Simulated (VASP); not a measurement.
Wanted: the native input for a VASP 6.6.1 run.

| Property | Result |
| --- | --- |
| Task | relaxation of the atoms |
| Functional | PBE |
| Potentials or basis | VASP PAW PBE potentials, release 64 (Zn, O) |
| Cutoff | 520 eV |
| k mesh | 8 × 5 × 1 |
| Occupations | gaussian, width 0.03 eV |
| Spin | no spin polarisation |
| Dipole correction | yes |
| Further INCAR settings | ALGO = Normal; EDIFF = 1e-06; IBRION = 2; EDIFFG = -0.02; NSW = 80 |

The structure of ZnO lies in POSCAR:

```
ZnO
1.0
    3.2865004400      0.0000000000      0.0000000000
    0.0000000000      5.3003900000      0.0000000000
    0.0000000000      0.0000000000     27.3335069900
Zn O
10 10
Direct
    0.9999995200      0.5001730000      0.2743885000
    0.5000005300      0.0001730000      0.3090980300
    0.4999995400      0.5001730000      0.3785168700
    0.0000005500      0.0001730000      0.4132263900
    0.9999995600      0.5001730000      0.4826452400
    0.5000005600      0.0001730000      0.5173547600
    0.4999995800      0.5001730000      0.5867736100
    0.0000005800      0.0001730000      0.6214831300
    0.9999995900      0.5001730000      0.6909019700
    0.5000006000      0.0001730000      0.7256115000
    0.9999995200      0.1208170000      0.2743885000
    0.5000005300      0.6208170000      0.3090980300
    0.4999995400      0.1208170000      0.3785168700
    0.0000005500      0.6208170000      0.4132263900
    0.9999995600      0.1208170000      0.4826452400
    0.5000005600      0.6208170000      0.5173547600
    0.4999995800      0.1208170000      0.5867736100
    0.0000005800      0.6208170000      0.6214831300
    0.9999995900      0.1208170000      0.6909019700
    0.5000006000      0.6208170000      0.7256115000
```

The input as run:

INCAR

```
SYSTEM = ZnO
  PREC = Accurate
  ENCUT = 520
  EDIFF = 1E-6
  ISMEAR = 0
  SIGMA = 0.03
  LREAL = .False.
  LASPH = .True.
  NELM = 80
  ALGO = Normal
  ISIF = 2
  LWAVE = .False.
  LCHARG = .False.
  LDIPOL = .True.
  IDIPOL = 3
  DIPOL = 0.5 0.5 0.500
  GGA = PE
  IBRION = 2
  NSW = 80
  EDIFFG = -0.02
  LUSENCCL = .False.
```

KPOINTS

```
regular mesh
0
Gamma
  8 5 1
  0 0 0
```

Potentials or basis: VASP PAW PBE potentials, release 64 (Zn, O).

Launch:

```console
$ cat potpaw_PBE.64/Zn/POTCAR potpaw_PBE.64/O/POTCAR > POTCAR
$ mpirun -np 1 vasp_std > vasp.out
```

It gave:

```
Energy gained by relaxing    : 36.7 meV/atom
Ionic steps                  : 22
Largest force after relaxing : 0.014 eV/Å
Band gap on the k mesh       : 0.82 eV, direct
```

Wall time 110 min on 1 × NVIDIA H100 80GB with 1 thread of AMD EPYC 7R13 Processor (Zen 3), on a shared host, peak memory 1.7 GiB.
